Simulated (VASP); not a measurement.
Be, 24 atoms in the cell. The cell holds a slab with vacuum, 24 atoms: a = 4.525 Å, b = 7.134 Å, c = 19.869 Å, α = 90.00°, β = 90.00°, γ = 90.00°. The slab is cut from a database's or a generator's crystal, which needn't be the stable form of the element. The cell isn't the ideal one: the clean substrate in the cell of the map.

| Item | Value |
| --- | --- |
| Program | VASP 6.6.1 |
| Task | single point |
| Functional | PBE |
| Potentials or basis | VASP PAW PBE potentials, release 64 (Be) |
| Cutoff | 520 eV |
| k mesh | 6 × 4 × 1 |
| Occupations | gaussian, width 0.1 eV |
| Spin | no spin polarisation |
| Dipole correction | yes |
| Further INCAR settings | LREAL = Auto; ALGO = Fast; EDIFF = 1e-06; NBANDS = 42 |

Potentials or basis: VASP PAW PBE potentials, release 64 (Be).

Command:

```sh
$ cat potpaw_PBE.64/Be/POTCAR > POTCAR
$ mpirun -np 1 vasp_std > vasp.out
```

Hardware: 1 thread of AMD EPYC 9R45 (Zen 5) (shared host).

Q: How long does it take, and how much memory?

A: It took 6.5 min on 1 thread of AMD EPYC 9R45 (Zen 5) (shared host), peak memory 0.65 GiB. Counts: scf iterations 24, k points 12.
